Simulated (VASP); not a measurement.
A run of VASP 6.6.1:

File INCAR:

```
  PREC = Accurate
  ENCUT = 550
  EDIFF = 1E-6
  ISMEAR = 0
  SIGMA = 0.1
  LREAL = F
  LASPH = T
  NELM = 60
  ALGO = Normal
  ISIF = 2
  LWAVE = F
  LCHARG = F
  GGA = PE
```

Contents of KPOINTS:

```
regular mesh
0
Gamma
  9 9 9
```

File POSCAR:

```
ZnCu
1.0
    2.9450000000      0.0000000000      0.0000000000
    0.0000000000      2.9450000000      0.0000000000
    0.0000000000      0.0000000000      2.9450000000
Zn Cu
1 1
Direct
    0.5000000000      0.5000000000      0.5000000000
    0.0000000000      0.0000000000      0.0000000000
```

Potentials or basis: VASP PAW PBE potentials, release 64 (Zn_GW, Cu_GW).

Launch:

```bash
$ cat potpaw_PBE.64/Zn_GW/POTCAR potpaw_PBE.64/Cu_GW/POTCAR > POTCAR
$ mpirun -np 1 vasp_std > vasp.out
```

Hardware: 1 thread of Intel(R) Xeon(R) 6975P-C (Granite Rapids), on a shared host.

**Question.** Estimate the wall time of this run.

**Answer.** Run time: 6.4 s on 1 thread of Intel(R) Xeon(R) 6975P-C (Granite Rapids), on a shared host, peak memory 0.15 GiB. Counts: scf iterations 13, k points 35.
